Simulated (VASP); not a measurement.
# CdSe (P6_3mc) in VASP: single point with PBEsol

Aim: the single point of CdSe with PBEsol.

Everything below comes from runs of VASP 6.6.1. Logs are shortened: lines on timing, memory, paths and dates and some standing lists are left out, and cuts for length are marked.

**The experiment to reproduce.**

A printed reference work, data compilation reports, for a bulk crystal of CdSe at 2 K: band gap 1.841 eV.

The results are compared with them further down.

## (1) Starting point

The structure is hexagonal, space group P6_3mc (No. 186). Conventional cell: a = 4.298 Å, b = 4.298 Å, c = 7.015 Å, α = 90.00°, β = 90.00°, γ = 120.00°. Cd (site symmetry 3m) is surrounded by 4 Se at 2.63 Å. Around Se (site symmetry 3m) lie 4 Cd at 2.63 Å.

## (2) Single point, PBEsol

Input file INCAR:

```
SYSTEM = CdSe
PREC = Accurate
ENCUT = 520
EDIFF = 1E-6
ISMEAR = 0
SIGMA = 0.05
LREAL = .False.
LASPH = .True.
NELM = 100
ALGO = Fast
ISIF = 2
LWAVE = .False.
LCHARG = .False.
GGA = PS
NBANDS = 26
```

Input file KPOINTS:

```
Automatic mesh
0
Gamma
  9 9 6
  0 0 0
```

Input file POSCAR:

```
CdSe
1.0
    4.2984999142      0.0000000000      0.0000000000
   -2.1492499571      3.7226101239      0.0000000000
    0.0000000000      0.0000000000      7.0152000000
Cd Se
2 2
Direct
    0.6666666667      0.3333333333      0.0000000000
    0.3333333333      0.6666666667      0.5000000000
    0.6666666667      0.3333333333      0.3750000000
    0.3333333333      0.6666666667      0.8750000000
```

Potentials or basis: VASP PAW PBE potentials, release 64 (Cd, Se).

On the command line:

```bash
> cat potpaw_PBE.64/Cd/POTCAR potpaw_PBE.64/Se/POTCAR > POTCAR
> mpirun -np 1 vasp_std > vasp.out
```

OUTCAR:

```text
SYSTEM = CdSe
   PREC = Accurate
   ENCUT = 520
   EDIFF = 1E-6
   ISMEAR = 0
   LREAL = .False.
   LASPH = .True.
   NELM = 100
   ISIF = 2
   GGA = PS

 ion  position               nearest neighbor table
   1  0.667  0.333  0.000-   3 2.63   4 2.63   4 2.63   4 2.63
   2  0.333  0.667  0.500-   4 2.63   3 2.63   3 2.63   3 2.63
   3  0.667  0.333  0.375-   1 2.63   2 2.63   2 2.63   2 2.63
   4  0.333  0.667  0.875-   2 2.63   1 2.63   1 2.63   1 2.63

  LATTYP: Found a hexagonal cell.
 ALAT       =     4.2984999142
 C/A-ratio  =     1.6320111993

  Lattice vectors:

 A1 = (   4.2984999142,   0.0000000000,   0.0000000000)
 A2 = (  -2.1492499571,   3.7226101239,   0.0000000000)
 A3 = (   0.0000000000,   0.0000000000,   7.0152000000)

Analysis of symmetry for initial positions (statically):
=====================================================================
 Subroutine PRICEL returns:
 Original cell was already a primitive cell.

 Routine SETGRP: Setting up the symmetry group for a
 hexagonal supercell.

 Subroutine GETGRP returns: Found 12 space group operations
 (whereof  6 operations were pure point group operations)
 out of a pool of 24 trial point group operations.

The static configuration has the point symmetry C_3v.
 The point group associated with its full space group is C_6v.

Analysis of symmetry for dynamics (positions and initial velocities):
=====================================================================
 Subroutine PRICEL returns:
 Original cell was already a primitive cell.

 Routine SETGRP: Setting up the symmetry group for a
 hexagonal supercell.

 Subroutine GETGRP returns: Found 12 space group operations
 (whereof  6 operations were pure point group operations)
 out of a pool of 24 trial point group operations.

The dynamic configuration has the point symmetry C_3v.
 The point group associated with its full space group is C_6v.

 Subroutine INISYM returns: Found 12 space group operations
 (whereof  6 operations are pure point group operations),
 and found     1 'primitive' translations

----------------------------------------------------------------------------------------

                                     Primitive cell

  volume of cell :     112.2547

  direct lattice vectors                    reciprocal lattice vectors
     4.298499914  0.000000000  0.000000000     0.232639297  0.134314361  0.000000000
    -2.149249957  3.722610124  0.000000000     0.000000000  0.268628722  0.000000000
     0.000000000  0.000000000  7.015200000     0.000000000  0.000000000  0.142547611

  length of vectors
     4.298499914  4.298499914  7.015200000     0.268628722  0.268628722  0.142547611

  position of ions in fractional coordinates (direct lattice)
     0.666666667  0.333333333  0.000000000
     0.333333333  0.666666667  0.500000000
     0.666666667  0.333333333  0.375000000
     0.333333333  0.666666667  0.875000000

  ion indices of the primitive-cell ions
   primitive index   ion index
                 1           1
                 2           2
                 3           3
                 4           4

----------------------------------------------------------------------------------------

 KPOINTS: Automatic mesh

Automatic generation of k-mesh.
 Grid dimensions read from file:
 generate k-points for:    9    9    6

 Generating k-lattice:

  Cartesian coordinates                     Fractional coordinates (reciprocal lattice)
     0.025848811  0.014923818  0.000000000     0.111111111  0.000000000  0.000000000
     0.000000000  0.029847636  0.000000000     0.000000000  0.111111111  0.000000000
     0.000000000  0.000000000  0.023757935     0.000000000  0.000000000  0.166666667

  Length of vectors
     0.029847636  0.029847636  0.023757935

  Shift w.r.t. Gamma in fractional coordinates (k-lattice)
     0.000000000  0.000000000  0.000000000

 Subroutine IBZKPT returns following result:
 ===========================================

 Found     48 irreducible k-points:

 Following reciprocal coordinates:
            Coordinates               Weight
  0.000000  0.000000  0.000000      1.000000
  0.111111 -0.000000  0.000000      6.000000
  0.222222  0.000000  0.000000      6.000000
  0.333333  0.000000  0.000000      6.000000
  0.444444  0.000000  0.000000      6.000000
  0.111111  0.111111  0.000000      6.000000
[... 16 lines left out ...]
  0.333333  0.222222  0.166667     24.000000
  0.333333  0.333333  0.166667      4.000000
 [... further k-points ...]
   k-points           NKPTS =     48   k-points in BZ     NKDIM =     48   number of bands    NBANDS=     26
   number of dos      NEDOS =    301   number of ions     NIONS =      4
   total plane-waves  NPLWV =  55296
   dimension x,y,z NGX =    32 NGY =   32 NGZ =   54
   dimension x,y,z NGXF=    64 NGYF=   64 NGZF=  108
   ions per type =               2   2
   NGX,Y,Z   is equivalent  to a cutoff of  12.38, 12.38, 12.80 a.u.
   NGXF,Y,Z  is equivalent  to a cutoff of  24.75, 24.75, 25.59 a.u.
 SYSTEM =  CdSe
   PREC   = accura    normal or accurate (medium, high low for compatibility)
   ISTART =      0    job   : 0-new  1-cont  2-samecut
   ICHARG =      2    charge: 1-file 2-atom 10-const
   ISPIN  =      1    spin polarized calculation?
   LNONCOLLINEAR =      F non collinear calculations
   LSORBIT =      F    spin-orbit coupling
   LASPH  =      T    aspherical Exc in radial PAW
   ENCUT  =  520.0 eV  38.22 Ry    6.18 a.u.   7.99  7.99 13.04*2*pi/ulx,y,z
   NELM   =    100;   NELMIN=  2; NELMDL= -5     # of ELM steps
   EDIFF  = 0.1E-05   stopping-criterion for ELM
   LREAL  =      F    real-space projection
   EDIFFG = 0.1E-04   stopping-criterion for IOM
   NSW    =      0    number of steps for IOM
   IBRION =     -1    ionic relax: 0-MD 1-quasi-New 2-CG
   NFREE  =      0    steps in history (QN), initial steepest desc. (CG)
   ISIF   =      2    stress and relaxation
   ISYM   =      2    0-nonsym 1-usesym 2-fastsym
   POTIM  = 0.5000    time-step for ionic-motion
   TEBEG  =    0.0;   TEEND  =   0.0 temperature during run
   PSTRESS=    0.0 pullay stress
   NELECT =      36.0000    total number of electrons
   NUPDOWN=      -1.0000    fix difference up-down
   EMIN   =  10.00;   EMAX   =-10.00  energy-range for DOS
   EFERMI =   0.00;   METHOD = LEGACY
   ISMEAR =     0;   SIGMA  =   0.05  broadening in eV -4-tet -1-fermi 0-gaus
   EFERMI_NEDOS =   21; number of points for ismear=-14 and -15
   IALGO  =     68    algorithm
   IMIX   =      4    mixing-type and parameters
     AMIX     =   0.40;   BMIX     =  1.00
     AMIX_MAG =   1.60;   BMIX_MAG =  1.00
  volume/ion in A,a.u.               =      28.06       189.38
  Fermi-wavevector in a.u.,A,eV,Ry     =   1.120575  2.117579 17.084668  1.255688
  Thomas-Fermi vector in A             =   2.257222
   LORBIT       =      0    0 simple, 1 ext, 2 COOP (PROOUT), +10 PAW based schemes
   GGA     = PS    functional components
   LHFCALC =     F    Hartree Fock is set to
   AEXX    =    0.0000 exact exchange contribution
   IVDW    =     0    specifies the selected vdW correction
   LEPSILON=     F    determine dielectric tensor
   LRPA    =     F    only Hartree local field effects (RPA)
 non-spin polarized calculation
 RMM-DIIS sequential band-by-band and
 Gauss-broadening in eV      SIGMA  =   0.05
  energy-cutoff  :      520.00
  volume of cell :      112.25
 maximum number of plane-waves:      3045
 NGX is ok and might be reduce to    32
   NGX = 15   NGY = 15   NGZ = 27

 number of electron      35.9999998 magnetization

 Free energy of the ion-electron system (eV)
  ---------------------------------------------------
  ext. energy  EPLUGINS =         0.00000000
  ---------------------------------------------------
  free energy    TOTEN  =       -12.35113786 eV

  energy without entropy =      -12.35113786  energy(sigma->0) =      -12.35113786

 E-fermi :   1.0997     XC(G=0):  -9.1023

 val. band max:        0.8367602655   @ k =   0.0000   0.0000   0.0000
 cond. band min:       1.3796261337   @ k =   0.0000   0.0000   0.0000
 fundamental gap:      0.5428658682
 Fermi energy:         1.0997056373

 k-point     1 :       0.0000    0.0000    0.0000
  band No.  band energies     occupation
      1     -11.8096      2.00000
      2     -11.4212      2.00000
      3      -7.0835      2.00000
      4      -7.0712      2.00000
      5      -7.0712      2.00000
      6      -7.0011      2.00000
[... 18 lines left out ...]
     25       7.7921      0.00000
     26       8.4270      0.00000

 k-point     2 :       0.1111   -0.0000    0.0000
  band No.  band energies     occupation
      1     -11.7705      2.00000
      2     -11.4033      2.00000
      3      -7.0712      2.00000
      4      -7.0573      2.00000
      5      -7.0433      2.00000
      6      -6.9845      2.00000
[... 18 lines left out ...]
     25       8.0853      0.00000
     26       8.1958      0.00000

 k-point     3 :       0.2222    0.0000    0.0000
  band No.  band energies     occupation
      1     -11.6677      2.00000
      2     -11.3606      2.00000
      3      -7.0398      2.00000
      4      -7.0255      2.00000
      5      -6.9654      2.00000
      6      -6.9325      2.00000
[... 18 lines left out ...]
     25       7.9825      0.00000
     26       8.7748      0.00000

 k-point     4 :       0.3333    0.0000    0.0000
  band No.  band energies     occupation
      1     -11.5405      2.00000
      2     -11.3201      2.00000
      3      -7.0110      2.00000
      4      -6.9974      2.00000
      5      -6.8946      2.00000
      6      -6.8775      2.00000
[... 18 lines left out ...]
     25       8.5607      0.00000
     26       8.9949      0.00000

 k-point     5 :       0.4444    0.0000    0.0000
  band No.  band energies     occupation
      1     -11.4445      2.00000
      2     -11.3056      2.00000
      3      -6.9974      2.00000
      4      -6.9843      2.00000
      5      -6.8445      2.00000
      6      -6.8435      2.00000
[... 18 lines left out ...]
     25       8.6759      0.00000
     26      10.1590      0.00000

 k-point     6 :       0.1111    0.1111    0.0000
  band No.  band energies     occupation
      1     -11.6995      2.00000
      2     -11.3730      2.00000
      3      -7.0473      2.00000
      4      -7.0362      2.00000
      5      -6.9881      2.00000
      6      -6.9566      2.00000
[... 427 lines left out ...]
 k-point    21 :       0.4444    0.1111    0.1667
  band No.  band energies     occupation
      1     -11.4062      2.00000
      2     -11.3118      2.00000
      3      -6.9895      2.00000
      4      -6.9724      2.00000
      5      -6.8635      2.00000
      6      -6.8468      2.00000
[... 18 lines left out ...]
     25       8.6947      0.00000
     26      10.1825      0.00000

 k-point    22 :       0.2222    0.2222    0.1667
  band No.  band energies     occupation
      1     -11.4662      2.00000
      2     -11.3183      2.00000
      3      -6.9990      2.00000
      4      -6.9703      2.00000
      5      -6.8889      2.00000
      6      -6.8712      2.00000
[... 18 lines left out ...]
     25       8.3419      0.00000
     26       9.3325      0.00000

 k-point    23 :       0.3333    0.2222    0.1667
  band No.  band energies     occupation
      1     -11.3873      2.00000
      2     -11.3132      2.00000
      3      -6.9992      2.00000
      4      -6.9410      2.00000
      5      -6.8746      2.00000
      6      -6.8462      2.00000
[... 18 lines left out ...]
     25       8.8207      0.00000
     26       9.4615      0.00000

 k-point    24 :       0.3333    0.3333    0.1667
  band No.  band energies     occupation
      1     -11.3360      2.00000
      2     -11.3360      2.00000
      3      -7.0041      2.00000
      4      -6.8976      2.00000
      5      -6.8976      2.00000
      6      -6.8400      2.00000
[... 18 lines left out ...]
     25       9.1010      0.00000
     26       9.1036      0.00000

 [... further k-points ...]

------------------------ aborting loop because EDIFF is reached ----------------------------------------

  FORCE on cell =-STRESS in cart. coord.  units (eV):
  Direction    XX          YY          ZZ          XY          YZ          ZX
  --------------------------------------------------------------------------------------
  -------------------------------------------------------------------------------------
  Total        0.2889585      0.2889585      0.4117385      0.0000000     -0.0000000      0.0000000
  in kB        4.1242172      4.1242172      5.8766184      0.0000000     -0.0000000      0.0000000
  external PRESSURE =       4.7083510 kB  Pullay stress =       0.0000000 kB

 VOLUME and BASIS-vectors are now :
 -----------------------------------------------------------------------------
  energy-cutoff  :      520.00
  volume of cell :      112.25
      direct lattice vectors                 reciprocal lattice vectors
     4.298499914  0.000000000  0.000000000     0.232639297  0.134314361  0.000000000
    -2.149249957  3.722610124  0.000000000     0.000000000  0.268628722  0.000000000
     0.000000000  0.000000000  7.015200000     0.000000000  0.000000000  0.142547611

 POSITION                                       TOTAL-FORCE (eV/Angst)
 -----------------------------------------------------------------------------------
      2.14925      1.24087      0.00000         0.000000     -0.000000     -0.023243
     -0.00000      2.48174      3.50760        -0.000000      0.000000     -0.023243
      2.14925      1.24087      2.63070         0.000000     -0.000000      0.023243
     -0.00000      2.48174      6.13830        -0.000000      0.000000      0.023243
 -----------------------------------------------------------------------------------
    total drift:                               -0.000000     -0.000000      0.000010

  FREE ENERGIE OF THE ION-ELECTRON SYSTEM (eV)
  ---------------------------------------------------
  free  energy   TOTEN  =       -12.3511378640 eV

  energy  without entropy=      -12.3511378640  energy(sigma->0) =      -12.35113786
```

It took 89 s on 1 thread of Intel Xeon Platinum 8259CL at 2.50GHz (Skylake/Cascade Lake), shared host; peak memory 0.3 GiB.

Results:

| Item | Value |
| --- | --- |
| Free energy | -12.3511 eV |
| Pressure | 0.5 GPa |
| Largest force | 0.023 eV/Å |
| Band gap on the k mesh | 0.54 eV, direct |

Forces on the atoms (eV/Å):
```
Cd   0.000  0.000 -0.023
Cd   0.000  0.000 -0.023
Se   0.000  0.000  0.023
Se   0.000  0.000  0.023
```

Levels at points of the mesh, in eV from the valence-band top:
| k point | band 16 | band 17 | band 18 | band 19 | band 20 | band 21 |
| --- | --- | --- | --- | --- | --- | --- |
| (0.00, 0.00, 0.00) | -0.06 | 0.00 | 0.00 | 0.54 | 2.11 | 5.78 |
| (0.00, 0.00, 0.50) | -0.41 | -0.41 | -0.41 | 2.28 | 2.28 | 5.75 |

Caveat: the PAW data sets were made with another functional, which shifts forces and pressure a little; the cell's inner coordinates are idealised or old, which leaves forces on the atoms.

## (3) Against experiment

Step 2. Measured gap of CdSe: 1.841 eV (2 K; a printed reference work, data compilation). This calculation gives 0.54 eV (-1.30 eV). So large a miss can be the level of theory's own, or it may mean another phase, state or a wrong row. Spin-orbit coupling on Cd, Se is left out. The value is that of PBEsol, without temperature or zero-point motion. Semilocal functionals fall short of measured gaps as a rule.
